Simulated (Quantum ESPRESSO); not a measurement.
GaAs: single point with PBE

**What was measured.**

“Evidence of valence band perturbations in GaAsN/GaAs(001): A combined variable-angle spectroscopic ellipsometry and modulated photoreflectance investigation”, 2008, arxiv:0805.2212 reports, for a bulk crystal of GaAs at 300 K: band gap 1.412 ± 0.01 eV (direct).

GaAs:

```
CELL_PARAMETERS angstrom
0.00000 2.82685 2.82685
2.82685 0.00000 2.82685
2.82685 2.82685 0.00000
ATOMIC_POSITIONS crystal
As 0.75000 0.75000 0.75000
Ga 0.00000 0.00000 0.00000
```

```yaml
Program: Quantum ESPRESSO 7.5
Task: single point
Functional: PBE
Potentials_or_basis: SG15 PBE 1.2
Cutoff: 1197 eV
Density_cutoff: 4789 eV
k_mesh: 5 × 5 × 5
Occupations: fermi-dirac, width 0.05 eV
Spin: no spin polarisation
Mixing_beta: 0.5
Most_SCF_iterations: 120
SCF_threshold: 4e-10 Ry
```

```yaml
Pressure: 3.5 GPa
Band_gap_on_the_k_mesh: 0.51 eV, direct
```

Levels at points of the mesh, in eV from the valence-band top:
```csv
k point,band 5,band 6,band 7,band 8,band 9,band 10,band 11,band 12,band 13,band 14
"(0.00, 0.00, 0.00)",-14.75,-12.71,0.00,0.00,0.00,0.51,3.72,3.72,3.72,7.60
```

Wall time 6.8 s on 2 MPI ranks on Arm Neoverse V2 (shared host), peak memory 0.14 GiB a rank.

Against the measured gap of GaAs, 1.412 eV (direct; 300 K; “Evidence of valence band perturbations in GaAsN/GaAs(001): A combined variable-angle spectroscopic ellipsometry and modulated photoreflectance investigation”, 2008, arxiv:0805.2212), the calculated 0.51 eV is off by -0.90 eV. 3 values of this kind are on record (1.412 to 1.51 eV); this one was drawn at random among those near their median, those with a stated uncertainty first. Spin-orbit coupling on As, Ga is left out. The value is that of PBE, without temperature or zero-point motion. Semilocal functionals fall short of measured gaps as a rule.
